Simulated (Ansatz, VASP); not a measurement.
**WC (Qusongite) in VASP and in Ansatz**

File INCAR:

```
SYSTEM = WC
ALGO = Normal
EDIFF = 1E-6
ENCUT = 520
GGA = PE
ISIF = 2
ISMEAR = -1
LASPH = .TRUE.
LCHARG = .FALSE.
LREAL = .FALSE.
LWAVE = .FALSE.
NBANDS = 16
NELM = 100
PREC = Accurate
SIGMA = 0.05
```

The input KPOINTS:

```
k-points
0
G
  10 10 9
  0 0 0
```

Contents of POSCAR:

```
WC
1.0
    2.9635046684      0.0000000000      0.0000000000
   -1.4817523342      2.5664703270      0.0000000000
    0.0000000000      0.0000000000      2.8922337321
W C
1 1
Direct
    0.0000000000      0.0000000000      0.0000000000
    0.6666666667      0.3333333333      0.5000000000
```

File input.yaml:

```yaml
crystal:
  lattice:
    - [2.9635046684, 0.0, 0.0]
    - [-1.4817523342, 2.566470327, 0.0]
    - [0.0, 0.0, 2.8922337321]
  atoms:
    - { symbol: W, position: [0.0, 0.0, 0.0] }
    - { symbol: C, position: [0.6666666667, 0.3333333333, 0.5] }
kpoints:
  mp_grid: { grid: [10, 10, 9] }
scf:
  occupations: { method: fermi_dirac, width: 0.05 }
hamiltonian:
  xc: pbe
  pseudopotentials: { kind: all_electron, lapw: { basis_error: 0.0005 } }
output:
  forces: true
  stress: true
  eigenvalues: true
```

Change from the starting cell: volume scaled by 1.06.

Alike in both runs: task single point; functional PBE; k mesh 10 × 10 × 9; occupations fermi-dirac, width 0.05 eV; no spin polarisation.

|  | VASP | Ansatz |
| --- | --- | --- |
| version | VASP 6.6.1 | Ansatz 0.2.0 |
| potentials or method | VASP PAW PBE potentials, release 64 (W_sv, C) | all-electron LAPW, scalar-relativistic |
| plane-wave cutoff (eV) | 520 | see its input |

Ansatz gave:

| Item | Value |
| --- | --- |
| gap on the k mesh at the Fermi level (eV) | none |
| pressure (GPa) | -15.4 |
| largest component of the traceless stress (GPa) | 2.73 |

Which values does VASP return?

gap on the k mesh at the Fermi level (eV): none; pressure (GPa): -14.7; largest component of the traceless stress (GPa): 2.58.

A gap of «none» marks a metal or a gap that the smearing closes. Ansatz ran all-electron here, so the differences hold the error of VASP's frozen core and of both bases.

The runs have no spin-orbit coupling, so splittings on W are missing.
